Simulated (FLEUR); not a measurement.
The system is SnO.

```xyz
4
Lattice="3.8137 0.0000 0.0000 0.0000 3.8137 0.0000 0.0000 0.0000 4.8869" Properties=species:S:1:pos:R:3 pbc="T T T"
Sn    1.9068    0.0000    3.7367
Sn    0.0000    1.9068    1.1503
O     0.0000    0.0000    0.0000
O     1.9068    1.9068    0.0000
```

The cell is a database's computed one.

Base run:

* Program: FLEUR MaX-R8.1 (later development tree)
* Functional: r2SCAN
* Potentials or basis: all-electron
* Basis: FLAPW
* Kmax: 4.42 1/bohr
* k mesh: 7 × 7 × 6
* Occupations: fermi-dirac, width 0.05 eV
* Spin: no spin polarisation

Its results: band gap on the k mesh 0.50 eV, indirect (least direct gap 2.41 eV).

Question: The run is repeated on the same cell with these changes: functional from r2SCAN to PBE. What comes out?

Answer: Band gap on the k mesh 0.37 eV, indirect (least direct gap 2.07 eV).

r2SCAN gives the wider gap, since meta-GGAs in the generalised Kohn-Sham scheme recover part of the derivative discontinuity.

Caveats: spin-orbit coupling is left out, which moves the levels of the heavy elements; the mesh misses the band edges, which the band path finds closer together; the meta-GGA is that of a development version, with a GGA for the radial functions and cores and without core tails (some runs).

Not every run made on this cell is shown here.
